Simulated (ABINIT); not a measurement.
# CdS (Greenockite) (P6_3mc) in ABINIT: settings compared, part 2 of 2

ABINIT 10.8.3 (patched build). The steps go on from the part before.

**5. Relaxation of cell and atoms, PBEsol**

Contents of run.abi:

```
# Pseudopotentials
pp_dirpath "./"
pseudos "Cd.GGA_PBE-ansatz.xml, S.GGA_PBE-ansatz.xml"

# Structure
acell 7.8423634172 7.8423634172 12.7310849016
rprim
     1.0000000000     0.0000000000     0.0000000000
    -0.5000000000     0.8660254038     0.0000000000
     0.0000000000     0.0000000000     1.0000000000
ntypat 2
znucl 48 16
natom 4
typat 1 1 2 2
chkprim 0
chksymtnons 0
tolsym 1.0e-6
xred
            2/3            1/3            1/2
            1/3            2/3            0.0
            2/3            1/3            7/8
            1/3            2/3            3/8

# Plane-wave basis
ecut 15.4
pawecutdg 30.8
pawovlp 30
ecutsm 0.5

# k points
kptopt 1
ngkpt 5 5 3
nshiftk 1
shiftk 0.0 0.0 0.0

# Exchange and correlation
ixc -116133

# Bands and occupations
nband 32
occopt 3
tsmear 0.00183747

# SCF cycle
nstep 80
tolvrs 1.0e-10

# Output
iomode 3
prteig 0
prtebands 0
prtwf 0
prtden 0

# Relaxation
ionmov 2
optcell 2
ntime 50
tolmxf 2.0e-5
dilatmx 1.08
```

Potentials or basis: Ansatz PAW PBE default generated set, frozen core.

Started as:

```
$ mpirun --bind-to none -np 4 abinit run.abi > log 2>&1
```

run.abo:

```text
[... set-up lines left out ...]
 ETOT  1  -356.52333271059    -3.565E+02 4.228E+00 1.088E+01
 ETOT  2  -358.17129085086    -1.648E+00 1.252E-02 8.438E+00
 ETOT  3  -358.15738309882     1.391E-02 2.674E-03 1.610E+00
 ETOT  4  -358.15544755243     1.936E-03 1.067E-03 2.046E-02
 ETOT  5  -358.15550800144    -6.045E-05 1.412E-03 1.585E-03
 ETOT  6  -358.15554538203    -3.738E-05 9.811E-04 3.306E-04
 ETOT  7  -358.15555512065    -9.739E-06 1.101E-03 7.706E-05
 ETOT  8  -358.15555560527    -4.846E-07 2.703E-04 9.007E-06
 ETOT  9  -358.15555591034    -3.051E-07 6.259E-04 2.135E-07
 ETOT 10  -358.15555591519    -4.853E-09 9.599E-05 7.352E-08
 ETOT 11  -358.15555591528    -8.635E-11 2.571E-04 3.039E-09
 ETOT 12  -358.15555591533    -4.883E-11 3.516E-05 3.718E-10
 ETOT 13  -358.15555591533    -1.251E-12 9.158E-05 3.047E-11
[... 988 lines left out ...]
 Difference of energy with previous step (new-old):
           Absolute (Ha)=-7.36646E-08
           Relative     =-2.05677E-10

--- Iteration: (10/50) Internal Cycle: (1/1)
--------------------------------------------------------------------------------

---SELF-CONSISTENT-FIELD CONVERGENCE--------------------------------------------

--- !BeginCycle
iteration_state: {dtset: 1, itime: 10, icycle: 1, }
solver: {iscf: 17, nstep: 80, nline: 4, wfoptalg: 10, }
tolerances: {tolvrs: 1.00E-10, }
...
[... 98 lines left out ...]
 Difference of energy with previous step (new-old):
           Absolute (Ha)=-6.86586E-08
           Relative     =-1.91700E-10

--- Iteration: (11/50) Internal Cycle: (1/1)
--------------------------------------------------------------------------------

---SELF-CONSISTENT-FIELD CONVERGENCE--------------------------------------------

--- !BeginCycle
iteration_state: {dtset: 1, itime: 11, icycle: 1, }
solver: {iscf: 17, nstep: 80, nline: 4, wfoptalg: 10, }
tolerances: {tolvrs: 1.00E-10, }
...
[... 97 lines left out ...]
 Difference of energy with previous step (new-old):
           Absolute (Ha)=-3.15329E-08
           Relative     =-8.80425E-11

--- Iteration: (12/50) Internal Cycle: (1/1)
--------------------------------------------------------------------------------

---SELF-CONSISTENT-FIELD CONVERGENCE--------------------------------------------

--- !BeginCycle
iteration_state: {dtset: 1, itime: 12, icycle: 1, }
solver: {iscf: 17, nstep: 80, nline: 4, wfoptalg: 10, }
tolerances: {tolvrs: 1.00E-10, }
...
[... 97 lines left out ...]
 Difference of energy with previous step (new-old):
           Absolute (Ha)=-6.99282E-09
           Relative     =-1.95245E-11

 At Broyd/MD step  12, gradients are converged :
  max grad (force/stress) = 7.4746E-06 < tolmxf= 2.0000E-05 ha/bohr (free atoms)

================================================================================

 ----iterations are completed or convergence reached----

 Mean square residual over all n,k,spin=   10.708E-14; max=  11.695E-12
 reduced coordinates (array xred) for    4 atoms
       0.666666666667      0.333333333333      0.499184741241
       0.333333333333      0.666666666667     -0.000815258759
       0.666666666667      0.333333333333      0.875815258759
       0.333333333333      0.666666666667      0.375815258759
 rms dE/dt=  8.2700E-06; max dE/dt=  1.5667E-05; dE/dt below (all hartree)
    1      -0.000000000000      0.000000000000     -0.000012842059
    2       0.000000000000      0.000000000000     -0.000012842059
    3       0.000000000000      0.000000000000      0.000015666602
    4       0.000000000000      0.000000000000      0.000015666602

 cartesian coordinates (angstrom) at end:
    1      2.06297832059714     1.19106108875053     3.34844582852364
    2     -0.00000000000000     2.38212217750105    -0.00546861625491
    3      2.06297832059714     1.19106108875053     5.87481889461737
    4     -0.00000000000000     2.38212217750105     2.52090444983883

 cartesian forces (hartree/bohr) at end:
    1      0.00000000000000     0.00000000000000     0.00000112451688
    2     -0.00000000000000    -0.00000000000000     0.00000112451688
    3     -0.00000000000000    -0.00000000000000    -0.00000112451688
    4     -0.00000000000000     0.00000000000000    -0.00000112451688
 frms,max,avg= 6.4924012E-07 1.1245169E-06   0.000E+00  0.000E+00 -1.114E-07 h/b

 cartesian forces (eV/Angstrom) at end:
    1      0.00000000000000     0.00000000000000     0.00005782498294
    2     -0.00000000000000    -0.00000000000000     0.00005782498294
    3     -0.00000000000000    -0.00000000000000    -0.00005782498294
    4     -0.00000000000000     0.00000000000000    -0.00005782498294
 frms,max,avg= 3.3385269E-05 5.7824983E-05   0.000E+00  0.000E+00 -5.729E-06 e/A
 length scales=  7.796928059228  7.796928059333 12.675959500715 bohr
              =  4.125956641194  4.125956641250  6.707828889557 angstroms
 Fermi (or HOMO) energy (hartree) =   0.06588   Average Vxc (hartree)=  -0.34387
 Eigenvalues (hartree) for nkpt=  10  k points:
 kpt#   1, nband= 32, wtk=  0.01333, kpt=  0.0000  0.0000  0.0000 (reduced coord)
  -3.67432   -3.67432   -2.24478   -2.24477   -2.24477   -2.24476   -2.24476   -2.24475
  -0.41080   -0.39421   -0.23882   -0.23855   -0.23855   -0.23537   -0.23537   -0.22278
  -0.22278   -0.21926   -0.21926   -0.20647   -0.11958    0.01637    0.01637    0.04327
   0.04498    0.04498    0.08510    0.14314    0.27833    0.27833    0.28945    0.31912
      occupation numbers for kpt#   1
   2.00000    2.00000    2.00000    2.00000    2.00000    2.00000    2.00000    2.00000
   2.00000    2.00000    2.00000    2.00000    2.00000    2.00000    2.00000    2.00000
   2.00000    2.00000    2.00000    2.00000    2.00000    2.00000    2.00000    1.99999
   1.99998    1.99998    0.00006    0.00000    0.00000    0.00000    0.00000    0.00000
 prteigrs : prtvol=0 or 1, do not print more k-points.

--- !EnergyTerms
iteration_state     : {dtset: 1, itime: 12, icycle: 1, }
comment             : Components of total free energy in Hartree
kinetic             :  4.49482802083029E+01
hartree             :  1.35250711616002E+02
xc                  : -1.99411277323678E+01
Ewald energy        : -1.98855017620718E+02
psp_core            :  1.07652493718823E+01
local_psp           : -3.05357067886501E+02
PAW spherical_terms : -2.49667897517503E+01
internal            : -3.58155761795149E+02
'-kT*entropy'       : -3.39701807088029E-08
total_energy        : -3.58155761829120E+02
total_energy_eV     : -9.74591477135575E+03
...

--- !EnergyTermsDC
iteration_state     : {dtset: 1, itime: 12, icycle: 1, }
comment             : '"Double-counting" decomposition of free energy'
band_energy         : -4.80930618339913E+01
Ewald energy        : -1.98855017620718E+02
psp_core            :  1.07652493718823E+01
xc_dc               : -1.32549669992213E+02
PAW spherical_terms :  1.05767394145663E+01
internal            : -3.58155760660473E+02
'-kT*entropy'       : -3.39701807088029E-08
total_energy_dc     : -3.58155760694444E+02
total_energy_dc_eV  : -9.74591474047965E+03
...

--- !EnergyTermsWithPAWCore
iteration_state     : {dtset: 1, itime: 12, icycle: 1, }
comment             : 'Components of total free energy, including PAW core contributions'
Total energy        : -1.16695894225859E+04
Total energy DC     : -1.16695894214513E+04
Total energy (eV)   : -3.17545705110001E+05
Total energy DC (eV): -3.17545705079124E+05
...

 rms coord change=  4.7069E-04   atom, delta coord (reduced):
     1        0.000000000000      0.000000000000     -0.000815258759
     2        0.000000000000      0.000000000000     -0.000815258759
     3        0.000000000000      0.000000000000      0.000815258759
     4        0.000000000000      0.000000000000      0.000815258759

 Cartesian components of stress tensor (hartree/bohr^3)
  sigma(1 1)= -7.47458436E-08  sigma(3 2)=  0.00000000E+00
  sigma(2 2)= -7.47464233E-08  sigma(3 1)=  0.00000000E+00
  sigma(3 3)= -6.31186902E-08  sigma(2 1)=  0.00000000E+00

-Cartesian components of stress tensor (GPa)         [Pressure=  2.0851E-03 GPa]
- sigma(1 1)= -2.19909864E-03  sigma(3 2)=  0.00000000E+00
- sigma(2 2)= -2.19911570E-03  sigma(3 1)=  0.00000000E+00
- sigma(3 3)= -1.85701598E-03  sigma(2 1)=  0.00000000E+00

== END DATASET(S) ==============================================================
================================================================================

 -outvars: echo values of variables after computation  --------
            acell      7.7969280592E+00  7.7969280593E+00  1.2675959501E+01 Bohr
           etotal     -3.5815576069E+02
            fcart      5.5255509918E-28  3.9877229406E-28  1.1245168804E-06
                      -5.5255509918E-28 -2.3926337643E-28  1.1245168804E-06
                      -0.0000000000E+00 -2.3926337643E-28 -1.1245168804E-06
                      -0.0000000000E+00  7.9754458812E-29 -1.1245168804E-06
            rprim      1.0000000000E+00  0.0000000000E+00  0.0000000000E+00
                      -4.9999999999E-01  8.6602540379E-01  0.0000000000E+00
                       0.0000000000E+00  0.0000000000E+00  1.0000000000E+00
           strten     -7.4745843626E-08 -7.4746423339E-08 -6.3118690198E-08
                       0.0000000000E+00  0.0000000000E+00  0.0000000000E+00
           xangst      2.0629783206E+00  1.1910610888E+00  3.3484458285E+00
                      -3.9564667298E-16  2.3821221775E+00 -5.4686162549E-03
                       2.0629783206E+00  1.1910610888E+00  5.8748188946E+00
                      -3.9564667298E-16  2.3821221775E+00  2.5209044498E+00
             xred      6.6666666667E-01  3.3333333333E-01  4.9918474124E-01
                       3.3333333333E-01  6.6666666667E-01 -8.1525875882E-04
                       6.6666666667E-01  3.3333333333E-01  8.7581525876E-01
                       3.3333333333E-01  6.6666666667E-01  3.7581525876E-01
 Calculation completed.
```

Run time: 3.8 min. Hardware: 4 MPI ranks of Arm Neoverse V2, shared host; peak memory 0.84 GiB.

What came out:

```
Free energy                            : -9745.9147 eV
Relaxed volume                         : 24.72 Å³/atom
Relaxed cell                           : a = 4.126 Å, b = 4.126 Å, c = 6.708 Å, α = 90.00°, β = 90.00°, γ = 120.00°
Space group after relaxing (to 0.05 Å) : P6_3mc (No. 186)
Energy gained by relaxing              : 1.4 meV/atom
Ionic steps                            : 12
Pressure after relaxing                : 0.0 GPa
Band gap on the k mesh                 : 1.09 eV, direct
```

The path:
```
step  energy change (eV)  largest force (eV/Å)  pressure (GPa)  volume (Å³)
   1              0.0000                0.0624           -0.94       100.48
   2             -0.0018                0.0529           -0.77       100.20
   3             -0.0055                0.0048            0.03        98.84
   4             -0.0055                0.0058            0.00        98.89
   5             -0.0055                0.0056            0.00        98.90
   6             -0.0056                0.0027           -0.02        98.93
   7             -0.0056                0.0001           -0.02        98.93
   8             -0.0056                0.0023           -0.01        98.92
   9             -0.0056                0.0026            0.00        98.90
  10             -0.0056                0.0018            0.00        98.89
  11             -0.0056                0.0006            0.00        98.89
  12             -0.0056                0.0001            0.00        98.89
```

Final structure:
```
CELL_PARAMETERS angstrom
4.12596 0.00000 0.00000
-2.06298 3.57318 0.00000
0.00000 0.00000 6.70783
ATOMIC_POSITIONS crystal
Cd 0.66667 0.33333 0.49918
Cd 0.33333 0.66667 0.99918
S 0.66667 0.33333 0.87582
S 0.33333 0.66667 0.37582
```

Caveat: the PAW data sets were made with another functional, which shifts forces and pressure a little; an odd mesh through Γ misses points on the zone boundary, where band edges often lie; the atomic spheres overlap. PBEsol gaps usually lie below the measured ones, often by a third to a half.

**6. The runs side by side**

| task | level | potentials or basis | cell | cutoff (eV) | cell freedom (optcell) | optimiser (ionmov) | cutoff smearing ecutsm (Ha) | force stop (Ha/bohr) | fine-grid cutoff | gap on the mesh (eV) | pressure (GPa) | largest force (eV/Å) |
| --- | --- | --- | --- | --- | --- | --- | --- | --- | --- | --- | --- | --- |
| single point | LDA | PseudoDojo NC SR LDA v0.4.1 standard | as given | 1279 | - | - | - | - | - | 0.91 | - | 0.06 |
| single point | PBEsol | PseudoDojo NC SR PBEsol v0.4.1 standard | as given | 1388 | - | - | - | - | - | 1.05 | -1.0 | 0.06 |
| relaxation of cell and atoms | PBEsol | Ansatz PAW PBE default generated set, frozen core | relaxed | 419 | 2 | 2 | 0.5 | 2e-05 | 838.111 eV | 1.09 | 0.0 | - |

Alike in all rows: no spin polarisation; k mesh 5 × 5 × 3; smearing fermi-dirac 0.05 eV.

Caveats: the PAW data sets were made with another functional, which shifts forces and pressure a little (some runs); an odd mesh through Γ misses points on the zone boundary, where band edges often lie (some runs); the atomic spheres overlap (some runs).

Total energies depend on the potentials used, so only differences within one code and one set of settings carry meaning.

**7. Comparison with measurements**

Step 3. A measured gap of CdS is 2.5809 eV (quoted in “Isotope dependence of band-gap energy”, 2008, arxiv:0807.2152); the calculated 0.91 eV misses it by -1.68 eV. So large a miss can be the level of theory's own, or it may mean another phase, state or a wrong row. Spin-orbit coupling on Cd is left out. The value is that of LDA, without temperature or zero-point motion. Semilocal functionals fall short of measured gaps as a rule.

Step 4. Against the measured gap of CdS, 2.5809 eV (quoted in “Isotope dependence of band-gap energy”, 2008, arxiv:0807.2152), the calculated 1.05 eV is off by -1.53 eV. So large a miss can be the level of theory's own, or it may mean another phase, state or a wrong row. Spin-orbit coupling on Cd is left out. The value is that of PBEsol, without temperature or zero-point motion. Semilocal functionals fall short of measured gaps as a rule.
